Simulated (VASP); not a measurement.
Wanted: the native input for a VASP 6.6.1 run.

```
Task                   : single point
Functional             : PBE
Potentials or basis    : VASP PAW PBE potentials, release 64 (Be)
Cutoff                 : 450 eV
k mesh                 : 22 × 22 × 12
Occupations            : methfessel-paxton, width 0.1 eV
Spin                   : no spin polarisation
Further INCAR settings : ALGO = Normal; EDIFF = 1e-06; NBANDS = 9
```

The structure of Be lies in POSCAR:

```
Be                                      
1.0
    2.2618905851      0.0000000000      0.0000000000
   -1.1309452926      1.9588547073      0.0000000000
    0.0000000000      0.0000000000      3.5709395564
  Be            
     2
Direct
     0.3333333332999970    0.6666666667000030    0.2500000000000000
     0.6666666667000030    0.3333333332999970    0.7500000000000000
```

These files were run (other wordings do the same):

INCAR

```
SYSTEM = Be
PREC     = Accurate       ! precision mode
ENCUT    = 450            ! plane-wave cutoff, eV
EDIFF    = 1E-6           ! SCF threshold, eV
ISMEAR   = 1              ! smearing method
SIGMA    = 0.1            ! smearing width, eV
LREAL    = .FALSE.        ! projectors in reciprocal space
LASPH    = .TRUE.         ! aspherical terms in the spheres
NELM     = 120            ! most SCF steps
ALGO     = Normal         ! electronic algorithm
ISIF     = 2              ! what is computed and relaxed
LWAVE    = .FALSE.        ! write WAVECAR
LCHARG   = .FALSE.        ! write CHGCAR
GGA      = PE             ! functional
NBANDS   = 9              ! bands
KPAR     = 4
```

KPOINTS

```
Automatic mesh
0
G
  22 22 12
  0 0 0
```

Potentials or basis: VASP PAW PBE potentials, release 64 (Be).

Run with:

```bash
$ cat potpaw_PBE.64/Be/POTCAR > POTCAR
$ mpirun -np 4 vasp_std > vasp.out
```

Results of the run:

The pressure is 0.0 GPa and the band gap on the k mesh is none (metal or under the smearing width).

Run time: 8.5 s on 4 MPI ranks on Intel(R) Xeon(R) Platinum 8488C (Sapphire Rapids) (shared host), peak memory 0.13 GiB a rank.
